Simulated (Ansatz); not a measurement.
# Mn (Mn, bcc): the cost of one run

Computed with Ansatz 0.2.0 (DFT LDA (PW92), plane waves (420 eV) with PAW, scalar-relativistic; PBE-made PAW files, unless a step says otherwise).

## Step 1: Starting point

It takes space group Im-3m (No. 229, cubic). The conventional cell has a = 2.864 Å, b = 2.864 Å, c = 2.864 Å, α = 90.00°, β = 90.00°, γ = 90.00°. Around Mn (site symmetry m-3m) lie 8 Mn at 2.48 Å.

Structure file:

```xyz
2
Lattice="2.8643 0.0000 0.0000 0.0000 2.8643 0.0000 0.0000 0.0000 2.8643" Properties=species:S:1:pos:R:3 pbc="T T T"
Mn    0.0000    0.0000    0.0000
Mn    1.4321    1.4321    1.4321
```

The atoms start with moments of +3, -3 μB.

## Step 2: Relaxation of the cell

input.yaml reads:

```yaml
crystal:
  lattice:
    - [2.8642879297, 0.0, 0.0]
    - [0.0, 2.8642879297, 0.0]
    - [0.0, 0.0, 2.8642879297]
  atoms:
    - { symbol: Mn, position: [0.0, 0.0, 0.0], spin: 3.0 }
    - { symbol: Mn, position: [0.5, 0.5, 0.5], spin: -3.0 }
hamiltonian:
  xc: lda
  pseudopotentials:
    kind: paw
    azcp:
      Mn: "pseudopotentials/Mn.paw.azcp"
basis:
  ecutwfc: 420
  fft_grid_basis: typed
kpoints:
  mp_grid: { grid: [11, 11, 11], shift: [0, 0, 0] }
magnetization:
  spin_polarized: true
scf:
  occupations: { method: fermi_dirac, width: 0.05 }
relax:
  max_steps: 60
  f_tol: 0.01
  cell: {}
output:
  write_density: true
  write_potential: true
  elf: true
  volumetric_format: npy
```

Q: Estimate wall time and peak memory on 2 threads of an Arm CPU, shared host.

About 8.8 s, with a peak of 0.37 GiB.
